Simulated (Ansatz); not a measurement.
# AlN: the cost of one run

Code: Ansatz 0.2.0. PAW datasets, plane waves. No spin polarisation. The prototype was imposed, so other structures may be more stable.

**1. Starting point**

The unstrained cell was relaxed with r2SCAN; in each strained cell the atoms were relaxed again with r2SCAN. Names of k-points are those of the unstrained zone, where strain can split equivalent points. First state: +5.3 % shear in the xy plane.

It is monoclinic, P2_1/m (No. 11); a = 3.218 Å, b = 4.137 Å, c = 3.293 Å, β = 117.7° in the conventional setting, 9.70 Å³ an atom. Al has 5 N at 1.90–2.07 Å; N has 5 Al at 1.90–2.07 Å.

Coordinates:

```cif
data_structure
_symmetry_space_group_name_H-M 'P2_1/m'
_symmetry_Int_Tables_number 11
_cell_length_a 3.2177
_cell_length_b 4.1370
_cell_length_c 3.2935
_cell_angle_alpha 90.000
_cell_angle_beta 117.723
_cell_angle_gamma 90.000
_cell_volume 38.81
loop_
_atom_site_label
_atom_site_type_symbol
_atom_site_symmetry_multiplicity
_atom_site_Wyckoff_symbol
_atom_site_fract_x
_atom_site_fract_y
_atom_site_fract_z
_atom_site_occupancy
Al1 Al 2 e 0.33310 0.25000 0.67120 1
N1 N 2 e 0.66741 0.25000 0.32543 1
```

**2. +5.3 % shear in the xy plane: PBE**

File input.yaml:

```yaml
crystal:
  lattice:
    - [3.2923467877, 0.0865887205, 0.0]
    - [-1.5711853622, 2.807961596, 0.0]
    - [0.0, 0.0, 4.1369586102]
  atoms:
    - { symbol: Al, position: [0.3287964653, 0.666896624, 0.25] }
    - { symbol: Al, position: [0.6712035347, 0.333103376, 0.75] }
    - { symbol: "N", position: [0.6745721397, 0.3325930955, 0.25] }
    - { symbol: "N", position: [0.3254278603, 0.6674069045, 0.75] }
kpoints:
  mp_grid: { grid: [12, 12, 6] }
  band_path:
    path:
      - [0.0, 0.0, 0.0]
      - [0.5, 0.0, 0.0]
      - [0.3333333333, 0.3333333333, 0.0]
      - [0.0, 0.0, 0.5]
      - [0.5, 0.0, 0.5]
      - [0.3333333333, 0.3333333333, 0.5]
    npoints: 1
hamiltonian:
  xc: pbe
scf:
  occupations: { method: fermi_dirac, width: 0.02 }
  n_extra_bands: 5
output:
  forces: true
  stress: true
  eigenvalues: true
  write_density: true
  write_potential: true
  elf: true
  volumetric_format: npy
```

Launch:

```
$ ansatz run input.yaml --threads 4 --pin off --max-ram 3686MiB --backend cpu --events-out ev --progress --plain --runs-dir out
```

**Question.** How long does this run take on 4 threads of Arm Neoverse N1, shared host, and how much memory does it need?

About 5.9 s, with a peak of 0.47 GiB.
